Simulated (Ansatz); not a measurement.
SrF$_{2}$:
```xyz
3
Lattice="0.0000 2.8953 2.8953 2.8953 0.0000 2.8953 2.8953 2.8953 0.0000" Properties=species:S:1:pos:R:3 pbc="T T T"
Sr     0.0000     0.0000     0.0000
F      4.3429     4.3429     4.3429
F      1.4476     1.4476     1.4476
```

Relaxed with r²SCAN. Special points in fractions of this cell's reciprocal vectors: Γ (0.000, 0.000, 0.000); X (0.500, 0.000, 0.500); U (0.625, 0.250, 0.625); K (0.375, 0.375, 0.750); L (0.500, 0.500, 0.500); W (0.500, 0.250, 0.750).

**Question.** List the band energies nearest the valence-band maximum at these points for the program Ansatz at the r²SCAN level (PAW).

**Answer.** In eV from the valence-band maximum; about four levels below and three above (degenerate sets whole), none deeper than 8.9 eV; points with the same levels are listed once.

```json
[
 {"k": "Γ", "below": "-1.69 -1.69 -1.69 -0.10 -0.10 -0.10", "above": "7.60 10.95 10.95"},
 {"k": "X", "below": "-0.92 -0.92 -0.27 -0.27 0.00", "above": "8.73 11.18 12.41"},
 {"k": "U", "below": "-0.86 -0.49 -0.23 -0.07", "above": "9.01 11.41 11.74"},
 {"k": "L", "below": "-0.88 -0.73 -0.43 -0.43", "above": "10.71 11.00 11.00"},
 {"k": "W", "below": "-0.62 -0.62 -0.20 -0.07", "above": "9.05 11.62 11.80 11.80"}
]
```

Space group Fm-3m (fluorite). The r²SCAN relaxation kept the symmetry of its start; phonons on a q-mesh show no instability. Spin–orbit coupling is left out wherever it is not named.

Potentials: the later of the program's two PAW sets.
